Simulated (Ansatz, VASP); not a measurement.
## One calculation of Ta, two programs

```
Ta
1.0
    -1.64034    1.64034    1.64034
     1.64034   -1.64034    1.64034
     1.64034    1.64034   -1.64034
Ta
1
Direct
  0.00000 0.00000 0.00000
```

Alike in both runs: functional PBEsol; k mesh 18 × 18 × 18; occupations fermi-dirac, width 0.05 eV; no spin polarisation.

Ansatz relaxed the structure, and its values are those at the end. VASP's run is a single point on that final structure, the one shown.

|  | VASP | Ansatz |
| --- | --- | --- |
| version | VASP 6.6.1 | Ansatz 0.2.0 |
| potentials or method | VASP PAW PBE potentials, release 64 (Ta_pv) | PAW with Ansatz's default frozen-core files, scalar-relativistic |
| plane-wave cutoff (eV) | 520 | 420 |
| valence electrons in the cell | 11 | 13 |

Ansatz gave:

```
pressure (GPa) : 0.0
```

Task: What did VASP give for the same quantities?

Result: Pressure (GPa): 0.2.

The two sets of potentials don't hold the same shells in valence.

Caveats: the PAW data sets were made with another functional, which shifts forces and pressure a little (VASP). The runs have no spin-orbit coupling, so splittings on Ta are missing.
